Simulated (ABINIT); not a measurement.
# SnO (P4/nmm) in ABINIT: settings compared

The runs below take SnO through single point, with PBEsol, PBE.

Everything below comes from runs of ABINIT 10.8.3 (patched build). Logs are shortened: lines on timing, memory, paths and dates and some standing lists are left out, and cuts for length are marked. The log counts tension as positive stress, the text compression.

## Step 1: Starting point

Symmetry: P4/nmm, No. 129, tetragonal system. The conventional cell has a = 3.814 Å, b = 3.814 Å, c = 4.887 Å, α = 90.00°, β = 90.00°, γ = 90.00°. Around Sn (site symmetry 4mm) lie 4 O at 2.23 Å. Around O (site symmetry -4m2) lie 4 Sn at 2.23 Å.

The cell is a database's computed one.

## Step 2: Single point, PBEsol (cell relaxed)

run.abi

```
# Pseudopotentials
pp_dirpath "./"
pseudos "Sn.upf, O.upf"

# Structure
acell 3.81675167 3.81675167 4.75787623 Angstrom
rprim
     1.0000000000     0.0000000000     0.0000000000
     0.0000000000     1.0000000000     0.0000000000
     0.0000000000     0.0000000000     1.0000000000
ntypat 2
znucl 50 8
natom 4
typat 1 1 2 2
xred
     0.5000000000     0.0000000000     0.7577359300
     0.0000000000     0.5000000000     0.2422640700
     0.0000000000     0.0000000000     0.0000000000
     0.5000000000     0.5000000000     0.0000000000
chkprim 0
chksymtnons 0
tolsym 1.0e-6

# Plane-wave basis
ecut 42.0

# k points
kptopt 1
ngkpt 5 5 4
nshiftk 1
shiftk 0.0 0.0 0.0

# Exchange and correlation
ixc -116133

# Bands and occupations
nband 24
occopt 3
tsmear 0.00183747

# SCF cycle
nstep 100
tolvrs 1.0e-10

# Output
iomode 3
prtwf 0
prteig 0
prtebands 0
prtden 1
prtvha 1
prtvclmb 1
prtpot 1
prtelf 1
```

Potentials or basis: PseudoDojo NC SR PBEsol v0.4.1 standard.

Launch:

```sh
> abinit run.abi > log 2>&1
```

run.abo:

```text
.Version 10.8.3 of ABINIT
 Symmetries : space group P4/n m m (#129); Bravais tP (primitive tetrag.)
================================================================================
 Values of the parameters that define the memory need of the present run
     intxc =       0    ionmov =       0      iscf =       7    lmnmax =       6
     lnmax =       6     mgfft =      54  mpssoang =       3    mqgrid =    3001
     natom =       4  nloc_mem =       1    nspden =       1   nspinor =       1
    nsppol =       1      nsym =      16    n1xccc =    2501    ntypat =       2
    occopt =       3   xclevel =       2
       mpw =        6110          nfft =      109350          nkpt =          18
================================================================================
================================================================================

--------------------------------------------------------------------------------
------------- Echo of variables that govern the present computation ------------
--------------------------------------------------------------------------------
 -outvars: echo values of preprocessed input variables --------
            acell      7.2126153469E+00  7.2126153469E+00  8.9910830157E+00 Bohr
              amu      1.18710000E+02  1.59994000E+01
          chkprim           0
      chksymtnons           0
             ecut      4.20000000E+01 Hartree
              ixc     -116133
         kptrlatt        5    0    0      0    5    0      0    0    4
          kptrlen      3.59643321E+01
            natom           4
            nband          24
            ngfft          45      45      54
             nkpt          18
            nstep         100
             nsym          16
           ntypat           2
           occopt           3
        prtebands           0
           prteig           0
           prtelf           1
           prtpot           1
         prtvclmb           1
           prtvha           1
            prtwf           0
          spgroup         129
           tolsym      1.00000000E-06
           tolvrs      1.00000000E-10
           tsmear      1.83747000E-03 Hartree
            typat      1  1  2  2
           xangst      1.9083758350E+00  0.0000000000E+00  3.6052137700E+00
                       0.0000000000E+00  1.9083758350E+00  1.1526624600E+00
                       0.0000000000E+00  0.0000000000E+00  0.0000000000E+00
                       1.9083758350E+00  1.9083758350E+00  0.0000000000E+00
            xcart      3.6063076735E+00  0.0000000000E+00  6.8128666506E+00
                       0.0000000000E+00  3.6063076735E+00  2.1782163651E+00
                       0.0000000000E+00  0.0000000000E+00  0.0000000000E+00
                       3.6063076735E+00  3.6063076735E+00  0.0000000000E+00
             xred      5.0000000000E-01  0.0000000000E+00  7.5773593000E-01
                       0.0000000000E+00  5.0000000000E-01  2.4226407000E-01
[... 138 lines left out ...]
    4       0.000000000000      0.000000000000      0.000000000000

 cartesian coordinates (angstrom) at end:
    1      1.90837583500000     0.00000000000000     3.60521376996394
    2      0.00000000000000     1.90837583500000     1.15266246003606
    3      0.00000000000000     0.00000000000000     0.00000000000000
    4      1.90837583500000     1.90837583500000     0.00000000000000

 cartesian forces (hartree/bohr) at end:
    1     -0.00000000000000    -0.00000000000000    -0.00000125446097
    2     -0.00000000000000    -0.00000000000000     0.00000125446097
    3     -0.00000000000000    -0.00000000000000     0.00000000000000
    4     -0.00000000000000    -0.00000000000000     0.00000000000000
 frms,max,avg= 5.1213155E-07 1.2544610E-06   0.000E+00  0.000E+00  0.000E+00 h/b

 cartesian forces (eV/Angstrom) at end:
    1     -0.00000000000000    -0.00000000000000    -0.00006450697655
    2     -0.00000000000000    -0.00000000000000     0.00006450697655
    3     -0.00000000000000    -0.00000000000000     0.00000000000000
    4     -0.00000000000000    -0.00000000000000     0.00000000000000
 frms,max,avg= 2.6334863E-05 6.4506977E-05   0.000E+00  0.000E+00  0.000E+00 e/A
 length scales=  7.212615346901  7.212615346901  8.991083015667 bohr
              =  3.816751670000  3.816751670000  4.757876230000 angstroms
 Fermi (or HOMO) energy (hartree) =   0.21410   Average Vxc (hartree)=  -0.39563
 Eigenvalues (hartree) for nkpt=  18  k points:
 kpt#   1, nband= 24, wtk=  0.01000, kpt=  0.0000  0.0000  0.0000 (reduced coord)
  -0.59595   -0.58100   -0.58100   -0.58017   -0.57919   -0.57884   -0.57698   -0.57660
  -0.57609   -0.57609   -0.52825   -0.42958   -0.06981   -0.04046   -0.02061   -0.02061
   0.08300    0.09410    0.09410    0.20837    0.28681    0.37568    0.37568    0.37607
      occupation numbers for kpt#   1
   2.00000    2.00000    2.00000    2.00000    2.00000    2.00000    2.00000    2.00000
   2.00000    2.00000    2.00000    2.00000    2.00000    2.00000    2.00000    2.00000
   2.00000    2.00000    2.00000    1.91516    0.00000    0.00000    0.00000    0.00000
 prteigrs : prtvol=0 or 1, do not print more k-points.

--- !EnergyTerms
iteration_state     : {dtset: 1, }
comment             : Components of total free energy in Hartree
kinetic             :  1.16225308558322E+02
hartree             :  4.69727572962141E+01
xc                  : -5.19159138235234E+01
Ewald energy        : -1.19413505642731E+02
psp_core            :  6.61488504757459E+00
local_psp           : -1.38990066954294E+02
non_local_psp       : -4.97520762790186E+01
internal            : -1.90258611797456E+02
'-kT*entropy'       : -1.71838035659102E-05
total_energy        : -1.90258628981260E+02
total_energy_eV     : -5.17720103983986E+03
band_energy         : -1.29840150333020E+01
...

 Cartesian components of stress tensor (hartree/bohr^3)
  sigma(1 1)=  1.00417197E-06  sigma(3 2)=  0.00000000E+00
  sigma(2 2)=  1.00417197E-06  sigma(3 1)=  0.00000000E+00
  sigma(3 3)=  9.06498155E-07  sigma(2 1)=  0.00000000E+00

-Cartesian components of stress tensor (GPa)         [Pressure= -2.8586E-02 GPa]
- sigma(1 1)=  2.95437594E-02  sigma(3 2)=  0.00000000E+00
- sigma(2 2)=  2.95437594E-02  sigma(3 1)=  0.00000000E+00
- sigma(3 3)=  2.66700965E-02  sigma(2 1)=  0.00000000E+00

== END DATASET(S) ==============================================================
================================================================================

 -outvars: echo values of variables after computation  --------
            acell      7.2126153469E+00  7.2126153469E+00  8.9910830157E+00 Bohr
           etotal     -1.9025862898E+02
            fcart     -0.0000000000E+00 -0.0000000000E+00 -1.2544609672E-06
                      -0.0000000000E+00 -0.0000000000E+00  1.2544609672E-06
                      -0.0000000000E+00 -0.0000000000E+00  5.2939559203E-23
                      -0.0000000000E+00 -0.0000000000E+00  5.2939559203E-23
           strten      1.0041719726E-06  1.0041719726E-06  9.0649815461E-07
                       0.0000000000E+00  0.0000000000E+00  0.0000000000E+00
           xangst      1.9083758350E+00  0.0000000000E+00  3.6052137700E+00
                       0.0000000000E+00  1.9083758350E+00  1.1526624600E+00
                       0.0000000000E+00  0.0000000000E+00  0.0000000000E+00
                       1.9083758350E+00  1.9083758350E+00  0.0000000000E+00
             xred      5.0000000000E-01  0.0000000000E+00  7.5773593000E-01
                       0.0000000000E+00  5.0000000000E-01  2.4226407000E-01
                       0.0000000000E+00  0.0000000000E+00  0.0000000000E+00
                       5.0000000000E-01  5.0000000000E-01  0.0000000000E+00
 Calculation completed.
```

Wall time 1.8 min (1 thread of Arm Neoverse V1, shared host); peak memory 0.12 GiB.

What came out:

| Item | Value |
| --- | --- |
| Free energy | -5177.2010 eV |
| Pressure | 0.0 GPa |
| Band gap on the k mesh | 0.38 eV, indirect (least direct gap 1.98 eV) |
| Valence electrons inside the program's atomic spheres | Sn 10.51; O 6.18, 6.17 |

Caveat: spin-orbit coupling is left out, which moves the levels of the heavy elements; an odd mesh through Γ misses points on the zone boundary, where band edges often lie.

## Step 3: Single point, PBE

run.abi

```
# Pseudopotentials
pp_dirpath "./"
pseudos "Sn.upf, O.upf"

# Structure
acell 7.2068394886 7.2068394886 9.2349277318
rprim
     1.0000000000     0.0000000000     0.0000000000
     0.0000000000     1.0000000000     0.0000000000
     0.0000000000     0.0000000000     1.0000000000
ntypat 2
znucl 50 8
natom 4
typat 1 1 2 2
xred
     0.5000000000     0.0000000000     0.7646261400
     0.0000000000     0.5000000000     0.2353738600
     0.0000000000     0.0000000000     0.0000000000
     0.5000000000     0.5000000000     0.0000000000

# Plane-wave basis
ecut 35.0

# k points
kptopt 1
ngkpt 5 5 4
nshiftk 1
shiftk 0.0 0.0 0.0

# Exchange and correlation
ixc 11

# Bands and occupations
nband 24
occopt 3
tsmear 0.05 eV

# SCF cycle
nstep 100
tolvrs 1.0e-10

# Output
iomode 3
prtwf 0
prtden 0
prteig 0
prtebands 0
enunit 2
```

Potentials or basis: PseudoDojo NC SR PBE v0.4.1 standard.

Launch:

```sh
> abinit run.abi > log 2>&1
```

Wall time 3.4 min (1 thread of Intel Xeon at 2.50GHz (Skylake/Cascade Lake), shared host); peak memory 0.1 GiB.

It converged, with:

```yaml
Free_energy: -5189.5061 eV
Largest_force: 0.446 eV/Å
Band_gap_on_the_k_mesh: 0.56 eV, indirect (least direct gap 2.06 eV)
Valence_electrons_inside_the_program's_atomic_spheres: Sn 10.51; O 6.21
```

Forces on the atoms (eV/Å):
```
Sn   0.000  0.000 -0.446
Sn   0.000  0.000  0.446
O    0.000  0.000  0.000
O    0.000  0.000  0.000
```

Levels at points of the mesh, in eV from the valence-band top:
| k point | band 16 | band 17 | band 18 | band 19 | band 20 | band 21 | band 22 | band 23 | band 24 |
| --- | --- | --- | --- | --- | --- | --- | --- | --- | --- |
| (0.00, 0.00, 0.00) | -6.22 | -3.46 | -3.15 | -3.15 | 0.00 | 2.06 | 4.30 | 4.71 | 4.71 |
| (0.00, 0.00, 0.50) | -3.52 | -3.19 | -3.17 | -3.17 | -2.21 | 1.71 | 3.02 | 3.02 | 3.71 |

Caveat: the cutoff is too short for stress, so the log's stress isn't used; spin-orbit coupling is left out, which moves the levels of the heavy elements; an odd mesh through Γ misses points on the zone boundary, where band edges often lie. PBE gaps usually lie below the measured ones, often by a third to a half.
